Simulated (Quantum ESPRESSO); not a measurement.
## Br under changes of volume

One of the cells (33.988 Å³/atom); the others are scaled copies at fixed shape and fractional positions:

```
CELL_PARAMETERS angstrom
3.36325 -2.32255 0.00000
3.36325 2.32255 0.00000
0.00000 0.00000 8.70230
ATOMIC_POSITIONS crystal
Br 0.36510 0.63490 0.39010
Br 0.13490 0.86510 0.89010
Br 0.63490 0.36510 0.60990
Br 0.86510 0.13490 0.10990
```

| Quantity | Value |
| --- | --- |
| Program | Quantum ESPRESSO 7.5 |
| Functional | PBE |
| Potentials or basis | SG15 PBE 1.2 |
| Cutoff | 626 eV |
| Density cutoff | 2503 eV |
| k mesh | 7 × 7 × 3 |
| Occupations | fermi-dirac, width 0.05 eV |
| Spin | no spin polarisation |

```tsv
volume (Å³/atom)	energy over the lowest point (meV/atom)	pressure (GPa)	gap on the mesh (eV)	largest force (eV/Å)
31.949	55.19	4.3	2.10	1.818
32.629	?	?	?	?
33.308	25.27	2.7	1.96	1.258
33.988	15.09	2.0	1.90	1.008
34.668	7.67	1.4	1.84	0.776
35.348	2.73	0.9	1.78	0.562
36.028	0.00	0.4	1.72	0.365
```

Question: What does the run at 32.629 Å³/atom give?

Answer: Energy over the lowest point 38.51 meV/atom; pressure 3.5 GPa; gap on the mesh 2.03 eV; largest force 1.527 eV/Å.

Worked out: A Birch-Murnaghan fit of order 3 (a polynomial in V^(-2/3)) to the other rows has its minimum at 36.63 Å³/atom, just outside them, with B0 = V·E''(V) = 23 GPa and B' = 4.8 at fixed shape and positions, which overstates the stiffness. It gives 38.50 meV/atom at 32.629 Å³/atom, against the run's 38.51, and -dE/dV = 3.5 GPa, against 3.5. A straight line through the other rows of the gap, of slope -3.14 eV per unit of ln V, gives 2.03 eV, against the run's 2.03.

Energies are extrapolated to zero smearing.

Caveats: an odd mesh through Γ misses points on the zone boundary, where band edges often lie; forces of over 1 eV/Å show positions far from the minimum, so gaps and moduli don't describe the material at rest (some runs). Spin-orbit coupling on Br is left out.
